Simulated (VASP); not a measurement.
# S (P6/mmm) in VASP: a series of runs

The runs below take S through single point, with PBE.

Program: VASP 6.6.1. These are calculated values, not measurements. Logs are shortened: lines on timing, memory, paths and dates and some standing lists are left out, and cuts for length are marked.

## 1. The crystal as given

Symmetry: P6/mmm, No. 191, hexagonal system. The conventional cell has a = 7.884 Å, b = 7.884 Å, c = 2.104 Å, α = 90.00°, β = 90.00°, γ = 120.00°. S (site symmetry 6/mmm) is surrounded by 2 S at 2.10 Å. S (site symmetry -6m2) has 2 S at 2.10 Å as nearest neighbours.

The cell was built by a generator and needn't be a form met in nature.

## 2. Single point, PBE

The input, INCAR:

```
SYSTEM = S
  PREC = Accurate
  ENCUT = 520
  EDIFF = 1E-7
  ISMEAR = 0
  SIGMA = 0.1
  LREAL = .FALSE.
  LASPH = .TRUE.
  NELM = 100
  ALGO = Fast
  ISIF = 2
  LWAVE = .FALSE.
  LCHARG = .FALSE.
  GGA = PE
  NBANDS = 16
```

The input, KPOINTS:

```
Automatic mesh
0
G
  9 9 22
  0 0 0
```

The input, POSCAR:

```
S
1.0
    7.8839937602      0.0000000000      0.0000000000
   -3.9419968801      6.8277388796      0.0000000000
    0.0000000000      0.0000000000      2.1044320783
S
3
Direct
    0.0000000000      0.0000000000      0.0000000000
    0.3333333333      0.6666666667      0.5000000000
    0.6666666667      0.3333333333      0.5000000000
```

Potentials or basis: VASP PAW PBE potentials, release 64 (S).

Command:

```bash
$ cat potpaw_PBE.64/S/POTCAR > POTCAR
$ mpirun -np 1 vasp_std > vasp.out
```

OUTCAR:

```text
SYSTEM = S
   PREC = Accurate
   ENCUT = 520
   EDIFF = 1E-7
   ISMEAR = 0
   LREAL = .FALSE.
   LASPH = .TRUE.
   NELM = 100
   ISIF = 2
   GGA = PE

 ion  position               nearest neighbor table
   1  0.000  0.000  0.000-
   2  0.333  0.667  0.500-
   3  0.667  0.333  0.500-

  LATTYP: Found a hexagonal cell.
 ALAT       =     7.8839937602
 C/A-ratio  =     0.2669246250

  Lattice vectors:

 A1 = (   7.8839937602,   0.0000000000,   0.0000000000)
 A2 = (  -3.9419968801,   6.8277388796,   0.0000000000)
 A3 = (   0.0000000000,   0.0000000000,   2.1044320783)

Analysis of symmetry for initial positions (statically):
=====================================================================
 Subroutine PRICEL returns:
 Original cell was already a primitive cell.

 Routine SETGRP: Setting up the symmetry group for a
 hexagonal supercell.

 Subroutine GETGRP returns: Found 24 space group operations
 (whereof 24 operations were pure point group operations)
 out of a pool of 24 trial point group operations.

The static configuration has the point symmetry D_6h.

Analysis of symmetry for dynamics (positions and initial velocities):
=====================================================================
 Subroutine PRICEL returns:
 Original cell was already a primitive cell.

 Routine SETGRP: Setting up the symmetry group for a
 hexagonal supercell.

 Subroutine GETGRP returns: Found 24 space group operations
 (whereof 24 operations were pure point group operations)
 out of a pool of 24 trial point group operations.

The dynamic configuration has the point symmetry D_6h.

 Subroutine INISYM returns: Found 24 space group operations
 (whereof 24 operations are pure point group operations),
 and found     1 'primitive' translations

----------------------------------------------------------------------------------------

                                     Primitive cell

  volume of cell :     113.2813

  direct lattice vectors                    reciprocal lattice vectors
     7.883993760  0.000000000  0.000000000     0.126839268  0.073230686  0.000000000
    -3.941996880  6.827738880  0.000000000     0.000000000  0.146461371  0.000000000
     0.000000000  0.000000000  2.104432078     0.000000000  0.000000000  0.475187586

  length of vectors
     7.883993760  7.883993760  2.104432078     0.146461371  0.146461371  0.475187586

  position of ions in fractional coordinates (direct lattice)
     0.000000000  0.000000000  0.000000000
     0.333333333  0.666666667  0.500000000
     0.666666667  0.333333333  0.500000000

  ion indices of the primitive-cell ions
   primitive index   ion index
                 1           1
                 2           2
                 3           3

----------------------------------------------------------------------------------------

 KPOINTS: Automatic mesh

Automatic generation of k-mesh.
 Grid dimensions read from file:
 generate k-points for:    9    9   22

 Generating k-lattice:

  Cartesian coordinates                     Fractional coordinates (reciprocal lattice)
     0.014093252  0.008136743  0.000000000     0.111111111 -0.000000000  0.000000000
     0.000000000  0.016273486  0.000000000     0.000000000  0.111111111  0.000000000
     0.000000000  0.000000000  0.021599436     0.000000000  0.000000000  0.045454545

  Length of vectors
     0.016273486  0.016273486  0.021599436

  Shift w.r.t. Gamma in fractional coordinates (k-lattice)
     0.000000000  0.000000000  0.000000000

 Subroutine IBZKPT returns following result:
 ===========================================

 Found    144 irreducible k-points:

 Following reciprocal coordinates:
            Coordinates               Weight
  0.000000  0.000000  0.000000      1.000000
  0.111111  0.000000  0.000000      6.000000
  0.222222  0.000000  0.000000      6.000000
  0.333333  0.000000  0.000000      6.000000
  0.444444  0.000000  0.000000      6.000000
  0.111111  0.111111  0.000000      6.000000
[... 16 lines left out ...]
  0.333333  0.222222  0.045455     24.000000
  0.333333  0.333333  0.045455      4.000000
 [... further k-points ...]
   k-points           NKPTS =    144   k-points in BZ     NKDIM =    144   number of bands    NBANDS=     16
   number of dos      NEDOS =    301   number of ions     NIONS =      3
   total plane-waves  NPLWV =  57600
   dimension x,y,z NGX =    60 NGY =   60 NGZ =   16
   dimension x,y,z NGXF=   120 NGYF=  120 NGZF=   32
   ions per type =               3
   NGX,Y,Z   is equivalent  to a cutoff of  12.65, 12.65, 12.64 a.u.
   NGXF,Y,Z  is equivalent  to a cutoff of  25.30, 25.30, 25.28 a.u.
 SYSTEM =  S
   PREC   = accura    normal or accurate (medium, high low for compatibility)
   ISTART =      0    job   : 0-new  1-cont  2-samecut
   ICHARG =      2    charge: 1-file 2-atom 10-const
   ISPIN  =      1    spin polarized calculation?
   LNONCOLLINEAR =      F non collinear calculations
   LSORBIT =      F    spin-orbit coupling
   LASPH  =      T    aspherical Exc in radial PAW
   ENCUT  =  520.0 eV  38.22 Ry    6.18 a.u.  14.66 14.66  3.91*2*pi/ulx,y,z
   NELM   =    100;   NELMIN=  2; NELMDL= -5     # of ELM steps
   EDIFF  = 0.1E-06   stopping-criterion for ELM
   LREAL  =      F    real-space projection
   EDIFFG = 0.1E-05   stopping-criterion for IOM
   NSW    =      0    number of steps for IOM
   IBRION =     -1    ionic relax: 0-MD 1-quasi-New 2-CG
   NFREE  =      0    steps in history (QN), initial steepest desc. (CG)
   ISIF   =      2    stress and relaxation
   ISYM   =      2    0-nonsym 1-usesym 2-fastsym
   POTIM  = 0.5000    time-step for ionic-motion
   TEBEG  =    0.0;   TEEND  =   0.0 temperature during run
   PSTRESS=    0.0 pullay stress
   NELECT =      18.0000    total number of electrons
   NUPDOWN=      -1.0000    fix difference up-down
   EMIN   =  10.00;   EMAX   =-10.00  energy-range for DOS
   EFERMI =   0.00;   METHOD = LEGACY
   ISMEAR =     0;   SIGMA  =   0.10  broadening in eV -4-tet -1-fermi 0-gaus
   EFERMI_NEDOS =   21; number of points for ismear=-14 and -15
   IALGO  =     68    algorithm
   IMIX   =      4    mixing-type and parameters
     AMIX     =   0.40;   BMIX     =  1.00
     AMIX_MAG =   1.60;   BMIX_MAG =  1.00
  volume/ion in A,a.u.               =      37.76       254.82
  Fermi-wavevector in a.u.,A,eV,Ry     =   0.886706  1.675631 10.697547  0.786247
  Thomas-Fermi vector in A             =   2.007908
   LORBIT       =      0    0 simple, 1 ext, 2 COOP (PROOUT), +10 PAW based schemes
   GGA     = PE    functional components
   LHFCALC =     F    Hartree Fock is set to
   AEXX    =    0.0000 exact exchange contribution
   IVDW    =     0    specifies the selected vdW correction
   LEPSILON=     F    determine dielectric tensor
   LRPA    =     F    only Hartree local field effects (RPA)
 non-spin polarized calculation
 RMM-DIIS sequential band-by-band and
 Gauss-broadening in eV      SIGMA  =   0.10
  energy-cutoff  :      520.00
  volume of cell :      113.28
 maximum number of plane-waves:      3104
 NGX is ok and might be reduce to    60

 number of electron      18.0000001 magnetization

 Free energy of the ion-electron system (eV)
  ---------------------------------------------------
  ext. energy  EPLUGINS =         0.00000000
  ---------------------------------------------------
  free energy    TOTEN  =       -10.31240330 eV

  energy without entropy =      -10.29175936  energy(sigma->0) =      -10.30208133

 E-fermi :  -0.4083     XC(G=0):  -6.5663

 val. band max:       -0.4087559053   @ k =   0.1111   0.0000   0.2727
 cond. band min:      -0.4076101681   @ k =   0.0000   0.0000   0.2727
 fundamental gap:      0.0011457372
 Fermi energy:        -0.4082702263

 k-point     1 :       0.0000    0.0000    0.0000
  band No.  band energies     occupation
      1     -15.9163      2.00000
      2     -15.8526      2.00000
      3     -15.8514      2.00000
      4      -4.3386      2.00000
      5      -4.3386      2.00000
      6      -4.3370      2.00000
[... 8 lines left out ...]
     15       7.3206      0.00000
     16       7.3206      0.00000

 k-point     2 :       0.1111    0.0000    0.0000
  band No.  band energies     occupation
      1     -15.9140      2.00000
      2     -15.8538      2.00000
      3     -15.8526      2.00000
      4      -4.4119      2.00000
      5      -4.3998      2.00000
      6      -4.2558      2.00000
[... 8 lines left out ...]
     15       7.2104      0.00000
     16       7.3871      0.00000

 k-point     3 :       0.2222    0.0000    0.0000
  band No.  band energies     occupation
      1     -15.9076      2.00000
      2     -15.8578      2.00000
      3     -15.8551      2.00000
      4      -4.4728      2.00000
      5      -4.4202      2.00000
      6      -4.1717      2.00000
[... 8 lines left out ...]
     15       7.0810      0.00000
     16       7.5880      0.00000

 k-point     4 :       0.3333    0.0000    0.0000
  band No.  band energies     occupation
      1     -15.8980      2.00000
      2     -15.8652      2.00000
      3     -15.8575      2.00000
      4      -4.5159      2.00000
      5      -4.3936      2.00000
      6      -4.0911      2.00000
[... 8 lines left out ...]
     15       7.3993      0.00000
     16       7.9268      0.00000
[... 324 lines left out ...]
 k-point    22 :       0.2222    0.2222    0.0455
  band No.  band energies     occupation
      1     -15.8286      2.00000
      2     -15.8003      2.00000
      3     -15.7991      2.00000
      4      -4.3944      2.00000
      5      -4.3940      2.00000
      6      -4.1021      2.00000
[... 8 lines left out ...]
     15       6.7693      0.00000
     16       8.1584      0.00000

 k-point    23 :       0.3333    0.2222    0.0455
  band No.  band energies     occupation
      1     -15.8184      2.00000
      2     -15.8083      2.00000
      3     -15.8014      2.00000
      4      -4.4080      2.00000
      5      -4.3242      2.00000
      6      -4.2213      2.00000
[... 8 lines left out ...]
     15       6.9673      0.00000
     16       8.5977      0.00000

 k-point    24 :       0.3333    0.3333    0.0455
  band No.  band energies     occupation
      1     -15.8100      2.00000
      2     -15.8100      2.00000
      3     -15.8081      2.00000
      4      -4.3273      2.00000
      5      -4.3261      2.00000
      6      -4.3261      2.00000
[... 8 lines left out ...]
     15       6.6684      0.00000
     16       9.0430      0.00000

 [... further k-points ...]

------------------------ aborting loop because EDIFF is reached ----------------------------------------

  FORCE on cell =-STRESS in cart. coord.  units (eV):
  Direction    XX          YY          ZZ          XY          YZ          ZX
  --------------------------------------------------------------------------------------
  -------------------------------------------------------------------------------------
  Total        0.0144690      0.0144690     -0.4114947      0.0000000     -0.0000000      0.0000000
  in kB        0.2046402      0.2046402     -5.8199161      0.0000000     -0.0000000      0.0000000
  external PRESSURE =      -1.8035452 kB  Pullay stress =       0.0000000 kB

 VOLUME and BASIS-vectors are now :
 -----------------------------------------------------------------------------
  energy-cutoff  :      520.00
  volume of cell :      113.28
      direct lattice vectors                 reciprocal lattice vectors
     7.883993760  0.000000000  0.000000000     0.126839268  0.073230686  0.000000000
    -3.941996880  6.827738880  0.000000000     0.000000000  0.146461371  0.000000000
     0.000000000  0.000000000  2.104432078     0.000000000  0.000000000  0.475187586

 POSITION                                       TOTAL-FORCE (eV/Angst)
 -----------------------------------------------------------------------------------
      0.00000      0.00000      0.00000        -0.000000      0.000000      0.000000
     -0.00000      4.55183      1.05222        -0.000000      0.000000      0.000000
      3.94200      2.27591      1.05222         0.000000      0.000000      0.000000
 -----------------------------------------------------------------------------------
    total drift:                                0.000000     -0.000000     -0.000000

  FREE ENERGIE OF THE ION-ELECTRON SYSTEM (eV)
  ---------------------------------------------------
  free  energy   TOTEN  =       -10.3124032976 eV

  energy  without entropy=      -10.2917593618  energy(sigma->0) =      -10.30208133
```

Run time: 2.8 min. Hardware: 1 thread of Intel Xeon Platinum 8259CL at 2.50GHz (Skylake/Cascade Lake), shared host; peak memory 0.35 GiB.

What came out:

```yaml
Free_energy: -10.3124 eV
Pressure: -0.2 GPa
Band_gap_on_the_k_mesh: none (metal or under the smearing width)
```

## 3. Single point, PBE

This run uses another cell than the first one: it holds 2 atoms, not 3.

The input, INCAR:

```
SYSTEM = S
  ALGO = Fast
  EDIFF = 1E-7
  ENCUT = 520
  GGA = PE
  ISIF = 2
  ISMEAR = 0
  LASPH = .TRUE.
  LCHARG = .FALSE.
  LREAL = .FALSE.
  LWAVE = .FALSE.
  NBANDS = 13
  NELM = 100
  PREC = Accurate
  SIGMA = 0.01
```

The input, KPOINTS:

```
k-points
0
G
  12 12 8
  0 0 0
```

The input, POSCAR:

```
S
1.0
    2.1802954784     -2.1784586713     -0.0213070743
    2.1802954784      2.1784586713     -0.0213070743
   -2.1303635213      0.0000000000      5.3895335428
S
2
Direct
    0.0882582226      0.0882582226      0.1763661352
    0.9117417774      0.9117417774      0.8236338648
```

Potentials or basis: VASP PAW PBE potentials, release 64 (S).

Command:

```bash
$ cat potpaw_PBE.64/S/POTCAR > POTCAR
$ mpirun -np 1 vasp_std > vasp.out
```

Run time: 2.1 min. Hardware: 1 thread of Intel Xeon Platinum 8259CL at 2.50GHz (Skylake/Cascade Lake), shared host; peak memory 0.28 GiB.

The run converged. Its results:

```yaml
Free_energy: -7.8742 eV
Pressure: -0.6 GPa
Largest_force: 0.252 eV/Å
Band_gap_on_the_k_mesh: none (metal or under the smearing width)
```

Forces in eV/Å, atoms in the order of the input:
```
S   -0.002  0.000 -0.252
S    0.002  0.000  0.252
```

Stress tensor (GPa, compression positive):
```
-0.07  0.00 -0.01
 0.00 -0.07  0.00
-0.01  0.00 -1.54
```

Levels at points of the mesh, in eV from the Fermi level:
```csv
k point,band 4,band 5,band 6,band 7,band 8,band 9
"(0.00, 0.00, 0.00)",-1.42,-1.42,1.98,1.98,5.02,5.85
"(0.50, 0.00, 0.00)",-4.45,-2.11,-0.90,2.60,4.12,7.24
"(0.50, 0.50, 0.00)",-4.78,-3.70,-1.40,-1.02,4.51,5.37
"(0.00, 0.00, 0.50)",-1.48,-1.47,2.16,2.16,2.23,5.73
"(0.50, 0.00, 0.50)",-4.45,-2.11,-0.90,2.60,4.13,7.24
"(0.50, 0.50, 0.50)",-4.78,-3.70,-1.40,-1.03,4.51,5.37
```

Caveat: this functional lacks dispersion, which binds the layers, so the pressure and a relaxed spacing across them are unreliable.

(Continued in part 2 of 2.)
